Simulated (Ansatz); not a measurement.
# TaN/MgO/RuAl: conductance against the thickness of the layer, part 6 of 6

Wanted: T(E), the conductance and its decay constant for TaN/MgO/RuAl. The lower electrode is TaN rock salt(001), the upper one RuAl B2(001); the barrier is MgO rock salt(001) (non-polar). In the first transport cell, after relaxation, the nearest pair of electrode and barrier is N–Mg at 2.12 Å, along the normal, at the lower face and Ru–O at 2.23 Å, along the normal, at the upper one. All share a net of side 3.065 Å, which strains the lower electrode by -1.9 %, the upper one by +2.2 % and the barrier by +2.0 %, against typed lattice constants near PBE's. The first steps treat the bulk electrodes alone.

Ansatz 0.2.0; PBE DFT, plane waves, PAW files (the session's first sound run).

So far, transmission at the Fermi level (a spin, zone mean): step 5 (transmission over a wide range of energy) 1.2e-5; step 6 (43 atoms, atomic planes in the barrier 2, gap between the …) 0.00607; step 7 (45 atoms, atomic planes in the barrier 3, gap between the …) 2.3e-4; step 10 (51 atoms, atomic planes in the barrier 6, gap between the …) 1.8e-7; step 11 (53 atoms, atomic planes in the barrier 7, gap between the …) 4.3e-8.

**12. Conductance, atomic planes in the barrier 9, gap between the electrodes 21.28 Å**

Level of this step: PBE DFT, plane waves, PAW files; ballistic transmission by layer matching between semi-infinite leads (Ansatz).

System of this step: TaN/MgO/RuAl. The cell holds 57 atoms: 12 N, 12 Ta, 9 O, 9 Mg, 8 Ru and 7 Al. Cell: a = 3.065 Å, b = 3.065 Å, c = 80.371 Å, α = 90.0°, β = 90.0°, γ = 90.0°. Regions: left electrode, 24 atoms (12 N and 12 Ta); barrier, 18 atoms (9 O and 9 Mg); right electrode, 15 atoms (8 Ru and 7 Al). Vacuum lies along c.

Barrier layers are added or taken out in the middle, and the relaxed faces stay.

Input file input.yaml:

```yaml
crystal:
  lattice:
    - [3.065, 0.0, 0.0]
    - [0.0, 3.065, 0.0]
    - [0.0, 0.0, 80.371068576]
  atoms:
    - { symbol: "N", position: [0.5, 0.5, 0.0870960176] }
    - { symbol: Ta, position: [0.0, 0.0, 0.0870960176] }
    - { symbol: "N", position: [0.0, 0.0, 0.1147988589] }
    - { symbol: Ta, position: [0.5, 0.5, 0.1147988589] }
    - { symbol: "N", position: [0.5, 0.5, 0.1425017001] }
    - { symbol: Ta, position: [0.0, 0.0, 0.1425017001] }
    - { symbol: "N", position: [0.0, 0.0, 0.1702045414] }
    - { symbol: Ta, position: [0.5, 0.5, 0.1702045414] }
    - { symbol: "N", position: [0.5, 0.5, 0.1979073827] }
    - { symbol: Ta, position: [0.0, 0.0, 0.1979073827] }
    - { symbol: "N", position: [0.0, 0.0, 0.225610224] }
    - { symbol: Ta, position: [0.5, 0.5, 0.225610224] }
    - { symbol: "N", position: [0.5, 0.5, 0.2533130653] }
    - { symbol: Ta, position: [0.0, 0.0, 0.2533130653] }
    - { symbol: "N", position: [0.0, 0.0, 0.2810159066] }
    - { symbol: Ta, position: [0.5, 0.5, 0.2810159066] }
    - { symbol: "N", position: [0.5, 0.5, 0.3087187479] }
    - { symbol: Ta, position: [0.0, 0.0, 0.3087187479] }
    - { symbol: "N", position: [0.0, 0.0, 0.3364215892] }
    - { symbol: Ta, position: [0.5, 0.5, 0.3364215892] }
    - { symbol: "N", position: [0.5, 0.5, 0.3641244305] }
    - { symbol: Ta, position: [0.0, 0.0, 0.3641244305] }
    - { symbol: "N", position: [0.0, 0.0, 0.3938193525] }
    - { symbol: Ta, position: [0.5, 0.5, 0.3906821946] }
    - { symbol: O, position: [0.5, 0.5, 0.4190847535] }
    - { symbol: Mg, position: [0.0, 0.0, 0.4202038459] }
    - { symbol: O, position: [0.0, 0.0, 0.4456029325] }
    - { symbol: Mg, position: [0.5, 0.5, 0.4465610276] }
    - { symbol: O, position: [0.5, 0.5, 0.4719040031] }
    - { symbol: Mg, position: [0.0, 0.0, 0.4728620982] }
    - { symbol: O, position: [0.0, 0.0, 0.4982050737] }
    - { symbol: Mg, position: [0.5, 0.5, 0.4991631688] }
    - { symbol: O, position: [0.5, 0.5, 0.5245061444] }
    - { symbol: Mg, position: [0.0, 0.0, 0.5254642394] }
    - { symbol: O, position: [0.0, 0.0, 0.550807215] }
    - { symbol: Mg, position: [0.5, 0.5, 0.55176531] }
    - { symbol: O, position: [0.5, 0.5, 0.5771082856] }
    - { symbol: Mg, position: [0.0, 0.0, 0.5780663806] }
    - { symbol: O, position: [0.0, 0.0, 0.603495248] }
    - { symbol: Mg, position: [0.5, 0.5, 0.6042815595] }
    - { symbol: O, position: [0.5, 0.5, 0.629328804] }
    - { symbol: Mg, position: [0.0, 0.0, 0.6317859703] }
    - { symbol: Ru, position: [0.5, 0.5, 0.6570548329] }
    - { symbol: Al, position: [0.0, 0.0, 0.6742057747] }
    - { symbol: Ru, position: [0.5, 0.5, 0.6925671753] }
    - { symbol: Al, position: [0.0, 0.0, 0.7109285759] }
    - { symbol: Ru, position: [0.5, 0.5, 0.7292899765] }
    - { symbol: Al, position: [0.0, 0.0, 0.7476513771] }
    - { symbol: Ru, position: [0.5, 0.5, 0.7660127777] }
    - { symbol: Al, position: [0.0, 0.0, 0.7843741783] }
    - { symbol: Ru, position: [0.5, 0.5, 0.8027355789] }
    - { symbol: Al, position: [0.0, 0.0, 0.8210969795] }
    - { symbol: Ru, position: [0.5, 0.5, 0.8394583801] }
    - { symbol: Al, position: [0.0, 0.0, 0.8578197807] }
    - { symbol: Ru, position: [0.5, 0.5, 0.8761811813] }
    - { symbol: Al, position: [0.0, 0.0, 0.8945425818] }
    - { symbol: Ru, position: [0.5, 0.5, 0.9129039824] }
kpoints:
  mp_grid: { grid: [10, 10, 1] }
scf:
  occupations: { method: fermi_dirac, width: 0.1 }
  max_iter: 150
hamiltonian:
  xc: pbe
output:
  transmission:
    kmesh: [26, 26]
    e_range: [-0.26, 0.27]
    de: 0.0375
    leads: [[10, 12], [49, 51]]
```

Run with:

```console
ansatz run input.yaml --threads 4 --pin off --max-ram 12288MiB --backend cpu --events-out ev --progress --plain --runs-dir out
```

Numbers of over 12 decimals in the logs are rounded to 6 here.

What it wrote:

```text
[...]
Crystal: 57 atoms, lattice volume = 755.024 Å³
Basis set: ecut = 420 eV, 14749 PW (Γ)
Bands: 312, of which v1, the nominal top of the filled ones, is band 255 counted from 1 (254 counted from 0)
Symmetry: 8 space group operations
[...]
k-points: 21 of 100
[...]
channels       : 1.829882e0 a spin
[...]
slowest decay  : 0.0054 /Å at (0.3846, 0.3462)
[...]
filled         : 28.6 meV over the level at which it is neutral
    channels       : 1.526627e0 a spin
[...]
slowest decay  : 0.0493 /Å at (0.2692, 0.1538)
  junction   : crystal 0 to crystal 1, 18.55 to 63.00 Å
    transmission   : 3.477452e-9 a spin
[...]
resistance     : 2.4607e5 Ω µm² beyond half of each lead's own
[key lines of the parts left out:]
SCF converged after 13 iterations
Free energy (F): -197058.408354 eV
Fermi energy:    13.648209 eV
```

Wall time 15 min (4 threads of Arm Neoverse V1, shared host); peak memory 6.3 GiB.

G = 4.1e6 S/m² (1/G = 2.5e5 Ω µm²), 0.067 times the step before of this kind. Apart from band edges and resonances, the largest error estimate is 89 %, from the mesh across the current. For edges and narrow resonances that could lie between the energies solved the program puts 1202 %, while dropping every other energy moves G by 1.1 %. In the worse lead the potential repeats within 17 meV, which the program lets pass, though it still puts 38 % of error on the junction's conductance through them.

**13. Conductance, atomic planes in the barrier 10, gap between the electrodes 23.4 Å**

System of this step: TaN/MgO/RuAl. The cell holds 59 atoms: 12 N, 12 Ta, 10 O, 10 Mg, 8 Ru and 7 Al. Cell: a = 3.065 Å, b = 3.065 Å, c = 82.485 Å, α = 90.0°, β = 90.0°, γ = 90.0°. Regions: left electrode, 24 atoms (12 N and 12 Ta); barrier, 20 atoms (10 O and 10 Mg); right electrode, 15 atoms (8 Ru and 7 Al). Vacuum lies along c.

Barrier layers are added or taken out in the middle, and the relaxed faces stay.

Input file input.yaml:

```yaml
crystal:
  lattice:
    - [3.065, 0.0, 0.0]
    - [0.0, 3.065, 0.0]
    - [0.0, 0.0, 82.4849137262]
  atoms:
    - { symbol: "N", position: [0.5, 0.5, 0.0848640034] }
    - { symbol: Ta, position: [0.0, 0.0, 0.0848640034] }
    - { symbol: "N", position: [0.0, 0.0, 0.1118569026] }
    - { symbol: Ta, position: [0.5, 0.5, 0.1118569026] }
    - { symbol: "N", position: [0.5, 0.5, 0.1388498017] }
    - { symbol: Ta, position: [0.0, 0.0, 0.1388498017] }
    - { symbol: "N", position: [0.0, 0.0, 0.1658427009] }
    - { symbol: Ta, position: [0.5, 0.5, 0.1658427009] }
    - { symbol: "N", position: [0.5, 0.5, 0.1928356] }
    - { symbol: Ta, position: [0.0, 0.0, 0.1928356] }
    - { symbol: "N", position: [0.0, 0.0, 0.2198284991] }
    - { symbol: Ta, position: [0.5, 0.5, 0.2198284991] }
    - { symbol: "N", position: [0.5, 0.5, 0.2468213983] }
    - { symbol: Ta, position: [0.0, 0.0, 0.2468213983] }
    - { symbol: "N", position: [0.0, 0.0, 0.2738142974] }
    - { symbol: Ta, position: [0.5, 0.5, 0.2738142974] }
    - { symbol: "N", position: [0.5, 0.5, 0.3008071966] }
    - { symbol: Ta, position: [0.0, 0.0, 0.3008071966] }
    - { symbol: "N", position: [0.0, 0.0, 0.3278000957] }
    - { symbol: Ta, position: [0.5, 0.5, 0.3278000957] }
    - { symbol: "N", position: [0.5, 0.5, 0.3547929949] }
    - { symbol: Ta, position: [0.0, 0.0, 0.3547929949] }
    - { symbol: "N", position: [0.0, 0.0, 0.3837269236] }
    - { symbol: Ta, position: [0.5, 0.5, 0.3806701618] }
    - { symbol: O, position: [0.5, 0.5, 0.4083448469] }
    - { symbol: Mg, position: [0.0, 0.0, 0.4094352602] }
    - { symbol: O, position: [0.0, 0.0, 0.4341834431] }
    - { symbol: Mg, position: [0.5, 0.5, 0.435116985] }
    - { symbol: O, position: [0.5, 0.5, 0.4598104948] }
    - { symbol: Mg, position: [0.0, 0.0, 0.4607440367] }
    - { symbol: O, position: [0.0, 0.0, 0.4854375465] }
    - { symbol: Mg, position: [0.5, 0.5, 0.4863710884] }
    - { symbol: O, position: [0.5, 0.5, 0.5110645983] }
    - { symbol: Mg, position: [0.0, 0.0, 0.5119981402] }
    - { symbol: O, position: [0.0, 0.0, 0.53669165] }
    - { symbol: Mg, position: [0.5, 0.5, 0.5376251919] }
    - { symbol: O, position: [0.5, 0.5, 0.5623187017] }
    - { symbol: Mg, position: [0.0, 0.0, 0.5632522436] }
    - { symbol: O, position: [0.0, 0.0, 0.5879457534] }
    - { symbol: Mg, position: [0.5, 0.5, 0.5888792953] }
    - { symbol: O, position: [0.5, 0.5, 0.6136564958] }
    - { symbol: Mg, position: [0.0, 0.0, 0.6144226564] }
    - { symbol: O, position: [0.0, 0.0, 0.6388280139] }
    - { symbol: Mg, position: [0.5, 0.5, 0.6412222103] }
    - { symbol: Ru, position: [0.0, 0.0, 0.6658435064] }
    - { symbol: Al, position: [0.5, 0.5, 0.6825549202] }
    - { symbol: Ru, position: [0.0, 0.0, 0.7004457722] }
    - { symbol: Al, position: [0.5, 0.5, 0.7183366242] }
    - { symbol: Ru, position: [0.0, 0.0, 0.7362274763] }
    - { symbol: Al, position: [0.5, 0.5, 0.7541183283] }
    - { symbol: Ru, position: [0.0, 0.0, 0.7720091803] }
    - { symbol: Al, position: [0.5, 0.5, 0.7899000324] }
    - { symbol: Ru, position: [0.0, 0.0, 0.8077908844] }
    - { symbol: Al, position: [0.5, 0.5, 0.8256817364] }
    - { symbol: Ru, position: [0.0, 0.0, 0.8435725885] }
    - { symbol: Al, position: [0.5, 0.5, 0.8614634405] }
    - { symbol: Ru, position: [0.0, 0.0, 0.8793542925] }
    - { symbol: Al, position: [0.5, 0.5, 0.8972451446] }
    - { symbol: Ru, position: [0.0, 0.0, 0.9151359966] }
kpoints:
  mp_grid: { grid: [10, 10, 1] }
scf:
  occupations: { method: fermi_dirac, width: 0.1 }
  max_iter: 150
hamiltonian:
  xc: pbe
output:
  transmission:
    kmesh: [26, 26]
    e_range: [-0.26, 0.27]
    de: 0.0375
    leads: [[10, 12], [51, 53]]
```

What it wrote:

```text
[...]
Crystal: 59 atoms, lattice volume = 774.882 Å³
Basis set: ecut = 420 eV, 15131 PW (Γ)
Bands: 322, of which v1, the nominal top of the filled ones, is band 263 counted from 1 (262 counted from 0)
Symmetry: 8 space group operations
[...]
k-points: 21 of 100
[...]
channels       : 1.829882e0 a spin
[...]
slowest decay  : 0.0054 /Å at (0.3846, 0.3462)
[...]
filled         : 28.6 meV over the level at which it is neutral
    channels       : 1.526627e0 a spin
[...]
slowest decay  : 0.0493 /Å at (0.2692, 0.1538)
  junction   : crystal 0 to crystal 1, 18.55 to 65.11 Å
    transmission   : 1.047191e-9 a spin
[...]
resistance     : 8.8461e5 Ω µm² beyond half of each lead's own
[key lines of the parts left out:]
SCF converged after 14 iterations
Free energy (F): -199552.516511 eV
Fermi energy:    13.572397 eV
```

The job ended after 15 min (4 threads; peak memory 6.6 GiB).

G = 1.1e6 S/m² (1/G = 8.8e5 Ω µm²), 0.28 times the step before of this kind. The largest error estimate is 95 %, from the mesh across the current. In the worse lead the potential repeats within 17 meV, which the program lets pass, though it still puts 36 % of error on the junction's conductance through them.

**14. Comparing the runs**

Times are for 4 threads of Arm Neoverse V1, shared host. The series side by side:

```csv
no.,gap between the electrodes (Å),junction conductance (S/m²),resistance-area product beyond the leads (Ω um²),time,memory (GiB)
1,6.49,6.76e12,0.1473,8.4 min,4.4
2,8.6,2.58e11,3.882,9.4 min,4.6
3,10.71,1.63e10,61.44,10 min,4.9
4,12.83,1.52e9,658.0,13 min,5.2
5,14.94,2.63e8,3807,12 min,5.5
6,17.05,60210000,16609,13 min,5.7
7,21.28,4063800,246070,15 min,6.3
8,23.4,1130400,884610,15 min,6.6
```

The runs together. Table of transmission, zone mean by energy, zero at the Fermi level:

```csv
energy (eV),6.49,8.6,12.83,14.94,21.28,23.4
-0.260,0.00842,3.2e-4,3.2e-6,4.2e-7,1.2e-9,1.9e-10
-0.223,0.00836,3.0e-4,3.6e-6,5.1e-7,1.5e-9,2.4e-10
-0.185,0.00790,0.00287,6.2e-6,9.7e-7,3.0e-9,4.7e-10
-0.147,0.00752,2.7e-4,1.2e-6,1.7e-7,1.5e-9,3.3e-10
-0.110,0.00811,2.8e-4,1.7e-6,2.7e-7,3.3e-9,8.2e-10
-0.072,0.00722,2.5e-4,1.6e-6,2.7e-7,3.1e-9,7.6e-10
-0.035,0.00752,2.5e-4,2.2e-6,4.4e-7,6.2e-9,1.6e-9
0.003,0.00607,2.3e-4,1.1e-6,1.8e-7,3.5e-9,1.0e-9
0.040,0.00748,2.6e-4,1.4e-6,2.1e-7,4.3e-9,1.3e-9
0.077,0.00584,2.3e-4,1.4e-6,2.6e-7,6.0e-9,1.9e-9
0.115,0.00543,2.0e-4,1.6e-6,3.2e-7,7.6e-9,2.4e-9
0.152,0.00722,2.1e-4,2.1e-6,4.8e-7,1.3e-8,4.3e-9
0.190,0.00510,2.8e-4,3.0e-6,7.9e-7,2.9e-8,1.0e-8
0.228,0.00420,2.1e-4,1.1e-6,3.9e-8,2.3e-11,1.9e-12
0.265,0.00360,1.4e-4,4.6e-7,2.6e-8,6.7e-12,3.4e-13
```

**15. Fit against thickness**

This step: Fit of the logarithm of the conductance against the barrier's thickness, from PBE DFT, plane waves, PAW files (Ansatz 0.2.0).

No new run: the logarithm is fitted against the thickness.

This step gave:

```yaml
decay_constant_of_the_conductance: 0.89 Å⁻¹
r_m_s_misfit_of_ln_g: 0.94
```

From the end points alone, β = ln(6.76e+12 / 1.13e+06) / 16.91 Å = 15.60 / 16.91 Å = 0.92 Å⁻¹. One end point carries an error estimate of 95 %; a factor of 1.9 on it would move β by 0.04 Å⁻¹.

**16. A repeat with changed settings**

This step: PBE DFT, plane waves, PAW files; ballistic transmission by layer matching between semi-infinite leads; changed: output.transmission.leads = null (Ansatz 0.2.0).

System of this step: TaN/MgO/RuAl. The cell holds 47 atoms: 12 N, 12 Ta, 4 O, 4 Mg, 8 Ru and 7 Al. Its edges and angles: a = 3.065 Å, b = 3.065 Å, c = 69.802 Å, α = 90.0°, β = 90.0°, γ = 90.0°. Regions: left electrode, 24 atoms (12 N and 12 Ta); barrier, 8 atoms (4 O and 4 Mg); right electrode, 15 atoms (8 Ru and 7 Al). Vacuum lies along c.

This run repeats an earlier one, its twin (the spectrum run, 4 atomic planes between the electrodes), with one setting changed (output.transmission.leads; files written aside). It is meant to test whether the program finds a usable lead, or takes the one named. Where the input is shown as a difference, that is against the step before, not the twin.

Input file input.yaml:

```yaml
crystal:
  lattice:
    - [3.065, 0.0, 0.0]
    - [0.0, 3.065, 0.0]
    - [0.0, 0.0, 69.8018428248]
  atoms:
    - { symbol: "N", position: [0.5, 0.5, 0.1002838853] }
    - { symbol: Ta, position: [0.0, 0.0, 0.1002838853] }
    - { symbol: "N", position: [0.0, 0.0, 0.1321814236] }
    - { symbol: Ta, position: [0.5, 0.5, 0.1321814236] }
    - { symbol: "N", position: [0.5, 0.5, 0.164078962] }
    - { symbol: Ta, position: [0.0, 0.0, 0.164078962] }
    - { symbol: "N", position: [0.0, 0.0, 0.1959765003] }
    - { symbol: Ta, position: [0.5, 0.5, 0.1959765003] }
    - { symbol: "N", position: [0.5, 0.5, 0.2278740386] }
    - { symbol: Ta, position: [0.0, 0.0, 0.2278740386] }
    - { symbol: "N", position: [0.0, 0.0, 0.259771577] }
    - { symbol: Ta, position: [0.5, 0.5, 0.259771577] }
    - { symbol: "N", position: [0.5, 0.5, 0.2916691153] }
    - { symbol: Ta, position: [0.0, 0.0, 0.2916691153] }
    - { symbol: "N", position: [0.0, 0.0, 0.3235666536] }
    - { symbol: Ta, position: [0.5, 0.5, 0.3235666536] }
    - { symbol: "N", position: [0.5, 0.5, 0.355464192] }
    - { symbol: Ta, position: [0.0, 0.0, 0.355464192] }
    - { symbol: "N", position: [0.0, 0.0, 0.3873617303] }
    - { symbol: Ta, position: [0.5, 0.5, 0.3873617303] }
    - { symbol: "N", position: [0.5, 0.5, 0.4192592686] }
    - { symbol: Ta, position: [0.0, 0.0, 0.4192592686] }
    - { symbol: "N", position: [0.0, 0.0, 0.4534505237] }
    - { symbol: Ta, position: [0.5, 0.5, 0.449838345] }
    - { symbol: O, position: [0.5, 0.5, 0.4825415505] }
    - { symbol: Mg, position: [0.0, 0.0, 0.4838300931] }
    - { symbol: O, position: [0.0, 0.0, 0.5130750478] }
    - { symbol: Mg, position: [0.5, 0.5, 0.5141782153] }
    - { symbol: O, position: [0.5, 0.5, 0.5434574601] }
    - { symbol: Mg, position: [0.0, 0.0, 0.5443628329] }
    - { symbol: O, position: [0.0, 0.0, 0.5732026705] }
    - { symbol: Mg, position: [0.5, 0.5, 0.576031895] }
    - { symbol: Ru, position: [0.0, 0.0, 0.6051269074] }
    - { symbol: Al, position: [0.5, 0.5, 0.6248748033] }
    - { symbol: Ru, position: [0.0, 0.0, 0.6460164426] }
    - { symbol: Al, position: [0.5, 0.5, 0.667158082] }
    - { symbol: Ru, position: [0.0, 0.0, 0.6882997213] }
    - { symbol: Al, position: [0.5, 0.5, 0.7094413606] }
    - { symbol: Ru, position: [0.0, 0.0, 0.730583] }
    - { symbol: Al, position: [0.5, 0.5, 0.7517246393] }
    - { symbol: Ru, position: [0.0, 0.0, 0.7728662787] }
    - { symbol: Al, position: [0.5, 0.5, 0.794007918] }
    - { symbol: Ru, position: [0.0, 0.0, 0.8151495573] }
    - { symbol: Al, position: [0.5, 0.5, 0.8362911967] }
    - { symbol: Ru, position: [0.0, 0.0, 0.857432836] }
    - { symbol: Al, position: [0.5, 0.5, 0.8785744754] }
    - { symbol: Ru, position: [0.0, 0.0, 0.8997161147] }
kpoints:
  mp_grid: { grid: [10, 10, 1] }
scf:
  occupations: { method: fermi_dirac, width: 0.1 }
  max_iter: 150
hamiltonian:
  xc: pbe
output:
  transmission: { kmesh: [12, 12], e_range: [-2, 3], de: 0.1 }
  dos: { projected: true, e_range: [-6, 5], de: 0.05 }
  write_potential: true
  write_density: true
  volumetric_format: npy
```

What it wrote:

```text
[...]
Crystal: 47 atoms, lattice volume = 655.734 Å³
Basis set: ecut = 420 eV, 12801 PW (Γ)
Bands: 262, of which v1, the nominal top of the filled ones, is band 215 counted from 1 (214 counted from 0)
Symmetry: 8 space group operations
[...]
k-points: 21 of 100
[...]
SCF iter   1: F=—  HF=-184588.562931 eV  |F-HF|=—  |Δ(HF+E_count)|=         —  Δρ=1.56e-2  dr2=5.08e2  ethr=1.77e-3  ⟨swp⟩=8.1  Hψ=26249  notcnv=0  defer=49
[...]
SCF iter  12: F=-184587.878889 eV  HF=-184587.878889 eV  |F-HF|=2.92e-8  |Δ(HF+E_count)|=   1.17e-8  Δρ=9.53e-7  dr2=3.50e-8  ethr=2.33e-11  ⟨swp⟩=13.0  Hψ=17717  notcnv=0
SCF 1 converged in 12 iterations: F = -184587.878889 eV  dr2 = 3.50e-8
[...]
transmission: 496 of 4956 steps passed
transmission: 992 of 4956 steps passed
[...]
transmission: 4956 of 4956 steps passed
[...]
SCF converged after 12 iterations
Free energy (F): -184587.878889 eV
[...]
Internal energy: -184587.074863 eV  (E = F + TS)
E sigma→0 (E₀):  -184587.476876 eV
Entropy (-TS):   -0.804025 eV (-17.107 meV/atom)
Fermi energy:    14.096391 eV
[...]
--- Band table (eV; the first three rows and the last of 21) ---
  k-point 0: bands = [... 211 lower, 13.5441, 13.8581, 13.8581, 13.9185, 13.9185, 14.0745, 14.0963, 14.1106, ... 43 higher]
  k-point 1: bands = [... 211 lower, 13.5787, 13.6835, 13.7777, 13.7876, 13.8267, 13.8514, 13.9628, 13.9674, ... 43 higher]
  k-point 2: bands = [... 211 lower, 13.3809, 13.3851, 13.4080, 13.5451, 13.6292, 13.6880, 13.6927, 13.7323, ... 43 higher]
  k-point 20: bands = [... 211 lower, 15.1391, 15.2229, 15.3426, 15.3457, 15.3726, 15.4034, 15.4345, 15.4577, ... 43 higher]
--- Transmission ---
  basis      : 89 plane waves across, 118 finite elements along
  points     : 28, standing for a mesh of 12 x 12
[...]
channels       : 2.062500e0 a spin
[...]
slowest decay  : 0.0036 /Å at (0.5000, 0.2500)
[...]
channels       : 1.500000e0 a spin
[...]
slowest decay  : 0.0305 /Å at (0.2500, 0.1667)
  junction   : crystal 0 to crystal 1, 18.55 to 52.43 Å
    transmission   : 1.217251e-5 a spin
[...]
junction   : crystal 0 to crystal 0, 18.55 to 86.12 Å
    transmission   : 3.237894e-14 a spin
[...]
junction   : crystal 1 to crystal 0, 55.38 to 86.12 Å
    transmission   : 4.512854e-9 a spin
[...]
junction   : crystal 1 to crystal 1, 55.38 to 122.23 Å
    transmission   : 2.112904e-14 a spin
[...]
```

It took 9.8 min on 4 threads; peak memory 5.8 GiB; 33 min of CPU time.

This number moved little. The transmission at the Fermi level, both spins, is 2.4e-5 against 2.4e-5 in the twin: no change within 1 %.

**17. Summary of results**

```json
{"1/G at 6.49 Å gap": "0.148 Ω um²", "1/G at 23.4 Å gap": "8.8e5 Ω um²", "decay constant β": "0.89 Å⁻¹"}
```

In words: A fit of ln G against d gives β = 0.89 Å⁻¹, and step by step the slopes are 1.55, 1.31, 1.12, 0.83, 0.70, 0.64 and 0.60 Å⁻¹. They differ by more than a fifth, so the fit is an average; how much of this is a real bend and how much error of the runs wasn't traced. At the Fermi level the layers of the barrier in the wide-window run (4 planes) hold from 0.0013 to 0.056 states an eV and atom. For band edges and narrow resonances between the energies solved the program's estimate reaches 1202 %, so such features can't be ruled out. The program's largest other error estimate on these conductances is 95 %, from the mesh across the current, in the run that gave 1.1e6 S/m², so that value may be off by a large factor, and what is derived from it shares the doubt. No spin-orbit coupling, phonons, disorder or image charges enter; the interfaces are ordered, one cell wide and lattice-matched by strain. Semilocal gaps are too small, which can bring a band edge of the barrier nearer to the Fermi level than it is.

[Logs are printed without paths, hosts, clocks, repeated set-up lines and the standing remarks that a program may print on its own settings, such as how far it seeks lower states.]

[Hosts, paths, dates, database ids (printed as entryN), source tags and the programs' standing remarks are cut or masked in the printed files.]
